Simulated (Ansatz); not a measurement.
**Molecular dynamics of Na**

Input:

```yaml
crystal:
  lattice:
    - [8.73309, 0.0, 0.0]
    - [0.0, 8.73309, 0.0]
    - [0.0, 0.0, 8.73309]
  atoms:
    - { symbol: Na, position: [0.00335763, 0.09431696, 0.02054352] }
    - { symbol: Na, position: [0.44424786, 0.02577307, -0.01940257] }
    - { symbol: Na, position: [-0.08689255, 0.46887152, -0.01182866] }
    - { symbol: Na, position: [-0.02629439, -0.00228885, 0.5342113] }
    - { symbol: Na, position: [0.32880885, 0.34204726, 0.20961517] }
    - { symbol: Na, position: [0.51454202, 0.50936073, -0.09123508] }
    - { symbol: Na, position: [0.42049308, 0.06606353, 0.50018196] }
    - { symbol: Na, position: [0.72997958, 0.15235236, 0.28996973] }
    - { symbol: Na, position: [-0.08338524, 0.35349714, 0.3442215] }
    - { symbol: Na, position: [0.25440607, 0.80234353, 0.31703719] }
    - { symbol: Na, position: [0.27520943, 0.32238741, 0.69069168] }
    - { symbol: Na, position: [0.51621814, 0.54663802, 0.56000918] }
    - { symbol: Na, position: [0.67610651, 0.70589025, 0.32174328] }
    - { symbol: Na, position: [0.7781595, 0.30302943, 0.69435827] }
    - { symbol: Na, position: [0.1916341, 0.76017621, 0.79533838] }
    - { symbol: Na, position: [0.68680133, 0.84357946, 0.76611464] }
basis:
  ecutwfc: 420.0
kpoints:
  mp_grid: { grid: [1, 1, 1] }
hamiltonian:
  xc: pbe
  dispersion: d3bj
scf:
  occupations: { method: fermi_dirac, width: 0.1 }
  lower_state_search: "off"
md:
  timestep: 2
  n_steps: 300
  ensemble: nvt_langevin
  temperature: 720.0
  initial_velocities: maxwell_boltzmann
  seed: 517723
  friction: 0.02
  temperature_schedule:
    - { n_steps: 225, end_temperature: 300.0 }
    - { n_steps: 75, end_temperature: 300.0 }
```

Launched with:

```bash
$ ansatz run input.yaml --threads 1 --pin off --max-ram 3072MiB --backend cpu --events-out ev --progress --plain --runs-dir out
```

It goes on from the last frame of an earlier run, with new velocities.

Output, in part (step lines):

```
md step     0: t =     0.00 fs  T =   675.0 K (target 720.0 K)  F+E_penalty+E_count = -23781.04090313 eV  E_kin = 1.396008 eV  (9 SCF iters)
md step     1: t =     2.00 fs  T =   633.5 K (target 719.1 K)  F+E_penalty+E_count = -23781.01875974 eV  E_kin = 1.310095 eV  (6 SCF iters)
md step     2: t =     4.00 fs  T =   586.9 K (target 717.2 K)  F+E_penalty+E_count = -23780.99932509 eV  E_kin = 1.213825 eV  (6 SCF iters)
md step     3: t =     6.00 fs  T =   565.2 K (target 715.3 K)  F+E_penalty+E_count = -23780.98178694 eV  E_kin = 1.168982 eV  (6 SCF iters)
md step     4: t =     8.00 fs  T =   671.9 K (target 713.5 K)  F+E_penalty+E_count = -23780.97157090 eV  E_kin = 1.389616 eV  (6 SCF iters)
md step     5: t =    10.00 fs  T =   676.3 K (target 711.6 K)  F+E_penalty+E_count = -23780.97211946 eV  E_kin = 1.398795 eV  (4 SCF iters)
md step     6: t =    12.00 fs  T =   627.9 K (target 709.7 K)  F+E_penalty+E_count = -23780.98137093 eV  E_kin = 1.298641 eV  (5 SCF iters)
md step     7: t =    14.00 fs  T =   669.2 K (target 707.9 K)  F+E_penalty+E_count = -23780.99778384 eV  E_kin = 1.384071 eV  (5 SCF iters)
[... lines left out ...]
md step   299: t =   598.00 fs  T =   318.3 K (target 300.0 K)  F+E_penalty+E_count = -23782.51881068 eV  E_kin = 0.658374 eV  (4 SCF iters)
md step   300: t =   600.00 fs  T =   303.2 K (target 300.0 K)  F+E_penalty+E_count = -23782.51910697 eV  E_kin = 0.627098 eV  (6 SCF iters)
```

The steps, from the saved trajectory:

```tsv
time (fs)	T (K)	potential energy less start (eV)
0.0	675	0.000
20.0	783	-0.015
40.0	625	-0.072
60.0	632	-0.151
80.0	613	-0.253
100.0	715	-0.420
120.0	540	-0.474
140.0	538	-0.387
160.0	692	-0.394
180.0	577	-0.467
200.0	521	-0.578
220.0	519	-0.620
240.0	534	-0.625
260.0	473	-0.684
280.0	560	-0.882
300.0	464	-1.039
320.0	576	-1.150
340.0	501	-1.182
360.0	494	-1.220
380.0	342	-1.300
400.0	326	-1.322
420.0	292	-1.330
440.0	223	-1.362
460.0	279	-1.434
480.0	352	-1.517
500.0	279	-1.533
520.0	255	-1.536
540.0	275	-1.538
560.0	320	-1.459
580.0	335	-1.448
600.0	303	-1.478
```

The run went to its last step. The schedule's set-point averaged 335 K over the second half and the system 357 K. A run of 0.6 ps of so small a system gives no equilibrium averages. Limits of this set-up: coarse k mesh.

Mean squared displacements from the first frame to the last, about the centre of mass: Na 0.92 Å².

Last frame:

```xyz
16
Lattice="8.7331 0.0000 0.0000 0.0000 8.7331 0.0000 0.0000 0.0000 8.7331" Properties=species:S:1:pos:R:3
Na -0.456 0.410 -0.110
Na 3.985 0.652 -0.192
Na 0.028 4.400 0.165
Na -0.277 0.045 4.254
Na 2.020 2.580 2.436
Na 4.381 4.306 -0.105
Na 3.486 0.107 4.857
Na 5.791 1.844 2.394
Na -0.311 5.138 4.602
Na 2.267 6.888 1.978
Na 1.870 2.263 6.361
Na 3.982 4.831 4.575
Na 6.243 6.562 2.003
Na 6.161 2.412 6.399
Na 2.017 7.123 7.405
Na 6.367 7.409 6.910
```

Run time: 14 min on 1 thread of Arm Neoverse V2, with other jobs on the host, peak memory 0.6 GiB.
